Elements of groups 13 and 14 in the omega structure (P6/mmm, No. 191), with cell and atoms relaxed at fixed symmetry. Calculated with Ansatz 0.2.0 using r2SCAN and plane-wave PAW, scalar-relativistic and without spin polarisation, with a 500 eV cutoff and 0.1 eV Gaussian smearing. Energies are relative to each element's standard state, without zero-point motion.

| element | Z | valence electrons | volume per atom (Å³) | shortest distance (Å) | energy over elements (eV/atom) |
| --- | --- | --- | --- | --- | --- |
| B | 5 | 3 | 8.95 | 1.586 | 1.177 |
| C | 6 | 4 | 14.11 | 1.275 | 1.029 |
| Al | 13 | 3 | 16.46 | 2.758 | 0.142 |
| Si | 14 | 4 | 14.32 | 2.568 | 0.703 |
| Ga | 31 | 3 | 18.23 | 2.790 | 0.168 |
| Ge | 32 | 4 | 18.81 | 2.769 | 0.559 |
| In | 49 | 3 | 26.70 | 3.180 | 0.027 |
| Sn | 50 | 4 | 27.08 | 3.226 | 0.240 |
| Tl | 81 | 3 | 30.40 | 3.332 | 0.009 |
| Pb | 82 | 4 | 31.18 | 3.393 | 0.044 |

The last column, energy over elements, is the energy per atom of the omega arrangement less that of the same element in its own standard structure. It is a price, and every row pays it. Since only the arrangement differs between the two sides, the price depends on what an element gives up as much as on what omega offers. From silicon to lead it falls from 0.703 to 0.044 eV, a factor of sixteen.

Omega offers dense packing. One atom in three has 14 near neighbours and the other two have 11, which makes 12 on average, the number in a close-packed metal. In the rows from Al to Pb, the longest of these contacts exceeds the shortest by no more than about 13 percent. Omega is therefore a slightly uneven relative of close packing.

Two limiting cases frame the price. In a simple metal the valence electrons are spread through the crystal, and the energy depends mainly on the density and only weakly on how the atoms are arranged; such an element should pay little. In a covalent network the electrons sit in bonds with fixed directions, and a dense packing destroys them; such an element should pay much more, even though the new contacts repay part of the loss.

**Boron and carbon** fit neither case, because they did not remain dense. Their cells keep the symmetry of omega, but they have shrunk along one axis and spread across it until the atoms form parallel chains. In carbon the bond in the chain is 1.275 Å, while the chains stand about 3.6 Å apart. Carbon's volume per atom is thus mostly empty space, and its closeness to that of silicon says nothing about similar packing. The calculation also lacks a dispersion correction, so the spacing of the chains, above all in carbon, is not to be relied on.

Small atoms favour such chains because their p orbitals overlap well sideways at short distance, so that a few short multiple bonds can replace many long contacts. In carbon, two of the four valence electrons make the single bonds along the chain, and the other two half fill the sideways, or π, bands. The result is a row of double bonds. By the same count boron has only one electron left for the π bands, which agrees with its longer bond of 1.586 Å. The count is rougher here, because boron's chains stand only about 2.6 Å apart and are less separate than those of carbon.

Carbon pays 0.148 eV less than boron, whereas in each later period the group 14 element pays more than its neighbour. A likely reason is that carbon keeps strong bonds in a chain, while boron loses the bonds shared among several atoms by which its own structure makes do with few electrons. Carbon's price also belongs to a chain with equal bonds, since the cell repeats after a single atom. A free carbon chain would lower its energy by alternating short and long bonds, and would open a band gap.

**Aluminium and silicon** show the two limiting cases side by side. Aluminium is a close-packed metal in its own structure, and with three electrons an atom it could not fill the bonds of a tetrahedral network anyway. It exchanges one dense metal for another and pays 0.142 eV. Silicon has four electrons, exactly enough to fill all the bonding states of a network in which each atom has four neighbours. That network is lost in omega, and silicon pays 0.703 eV.

The volume of silicon tells the same story. An atom occupies 14.32 Å$^3$ here, against roughly 20 Å$^3$ in the tetrahedral element, so the open network has collapsed. The nearest atoms have nevertheless moved apart, to 2.54 Å from roughly 2.4 Å. (The printed shortest distance is the one along the axis on which boron and carbon form chains. In silicon, and in every other dense row except germanium, the contact across that axis is slightly shorter in the relaxed cell.) Silicon has gained many neighbours and lost its four strong bonds.

The price could fall down group 14 simply because all bonds become weaker. A rough estimate, with silicon as its yardstick, tests this idea. The energy needed to separate solid silicon into atoms is roughly 4.6 eV per atom, so the share lost in omega is

$$\frac{0.703}{4.6}\approx 0.15 .$$

If weaker bonds were the whole story, each heavier element would lose the same share of its own cohesive energy. Silicon sets the share and so is no test; germanium, tin and lead are.

**Gallium and germanium** come next. Germanium's cohesive energy is roughly 3.9 eV, and the estimate gives $0.15\times3.9\approx0.6$ eV, close to the 0.559 eV of the table. Germanium is thus a softer copy of silicon: the same tetrahedral network is lost, and it was somewhat weaker to begin with.

Gallium interrupts the fall in its group, paying 0.026 eV more than aluminium although its bonds are weaker. Its own structure is unusual for a metal, for it contains short pairs of atoms with some covalent character. Omega has no such pairs. Their loss may explain the extra price, though the energies alone do not prove it.

**Indium and tin** mark the point where weaker bonds no longer suffice as an explanation. With a cohesive energy of roughly 3.1 eV, tin should pay $0.15\times3.1\approx0.5$ eV, but it pays only 0.240 eV. The kind of bonding has begun to change as well as its strength. Tin is known both as a tetrahedral solid and as a denser metal, and the two differ little in energy. Even the metal has only about six close neighbours, far fewer than a close packing, which suggests that some directional bonding remains to be lost.

Indium has no such reserve. Its own structure is a slightly distorted close packing, and the move to omega costs 0.027 eV, far less than in aluminium. The valence electrons of aluminium are packed more densely and its bands are wider, which probably enlarges the energy differences between one packing and another.

**Thallium and lead** reach the metallic limit. For lead, with a cohesive energy of roughly 2.0 eV, the estimate gives $0.15\times2.0\approx0.3$ eV, about seven times the 0.044 eV of the table. Lead has four valence electrons like silicon, but it is a close-packed metal from the start and has no tetrahedral network to lose.

The reason lies in the energies of the s and p electrons. To form four equal bonds, an atom must mix its s orbital with its three p orbitals, which costs energy because the s electrons lie deeper. Short, strong bonds repay that cost in silicon. In lead the bonds are long and weak, and relativity pulls the s electrons down further, so they largely stay out of the bonding. The two p electrons that remain do not suffice for a tetrahedral network.

At this end of the table the numbers are also near the limit of what the calculation resolves. Thallium's price of 0.009 eV is only about twice the uncertainty of 0.004 eV from the k mesh. Spin-orbit coupling, which is strong in both elements, is left out and could shift prices of this size. The safe reading is that omega and the element lie very close in energy, not that their difference is known in detail.

Comparing the two groups within each period brings out the role of the fourth electron. The group 14 element pays more than its neighbour by 0.561 eV in the period of silicon, 0.391 eV in that of germanium, 0.213 eV in that of tin and 0.035 eV in that of lead. The fourth electron makes omega expensive where it takes part in directed bonds, above all where it completes a tetrahedral network. Once the s electrons largely withdraw from bonding, it adds only little to the price.

The chemistry that suits omega best here is therefore that of heavy, soft metals whose own structures are already dense: thallium, indium and lead. To judge a similar element, one asks first whether its own structure depends on directed bonds, and then how strong those bonds are. A low price does not make omega stable, however. All ten rows lie above their elements, and because the symmetry was held fixed, a distortion might lower the energy of any of them.

For electronic devices the trend carries a sober message about silicon and germanium, which serve as channel materials because they have a band gap. In omega both are metals. Functionals of this kind tend to make gaps too small, but that error cannot be the cause here. The bands that would have to separate to open a gap overlap by about 7.3 eV in silicon and 5.6 eV in germanium. The gap belongs to the tetrahedral network and not to the atoms alone. Aluminium, used for contacts and wiring, is a metal in either arrangement.

The output below lists the cell shapes, the differences between the groups and the share of the cohesive energy that each element pays. For aluminium and tin, the shapes and contacts printed there are those of the starting cell, and the edges used for indium are likewise not the relaxed ones. The relaxed edges give c/a ratios of 0.607 for aluminium, 0.590 for indium and 0.598 for tin. The shortest contacts become 2.625, 3.114 and 3.113 Å in the same order, and all three lie across the axis, in indium too, where the output puts the shortest contact along it. The longest near contact still exceeds the shortest by no more than about 13 percent, and the prices and their shares of the cohesive energy do not depend on these edges.

Output of the analysis:

```
Shape of the cell and price of the structure:
  row     c/a  distance across c (A)  true shortest contact (A)  longest near contact over shortest  price in % of rough cohesive energy
    B  0.3588                  2.552                      1.586                               1.685                                20.29
    C  0.2059                  3.574                      1.275                               2.848                                13.91
   Al  0.6095                  2.623                      2.623                               1.131                                4.176
   Si  0.5842                  2.538                      2.538                               1.121                                15.28
   Ga  0.5865                  2.746                      2.746                               1.122                                    6
   Ge  0.5708                  2.801                      2.769                               1.128                                14.33
   In  0.5686                  3.158                       3.11                               1.132                                 1.08
   Sn  0.5791                  3.144                      3.144                               1.119                                7.742
   Tl  0.5927                  3.246                      3.246                               1.124                               0.4737
   Pb  0.6014                  3.257                      3.257                               1.127                                  2.2
Price of C less that of B (eV/atom): -0.148
Price of Si less that of Al (eV/atom): 0.561
Price of Ge less that of Ga (eV/atom): 0.391
Price of Sn less that of In (eV/atom): 0.213
Price of Pb less that of Tl (eV/atom): 0.035
Price of Ga less that of Al (eV/atom): 0.026
Price of Si over that of Pb (ratio): 15.98
Rough cohesive energy of Si over that of Pb (ratio): 2.3
Price of Tl over the mesh uncertainty of 0.004 eV (ratio): 2.25
Chain bond of B less that of C (A): 0.311
Distance between chains over bond in the chain for C (ratio): 2.803
Distance between chains over bond in the chain for B (ratio): 1.609
Volume of Si here in % of a rough 20 A3 in its element: 71.6
Mean number of near neighbours in Al to Pb: 12
Number of rows above their element: 10
```
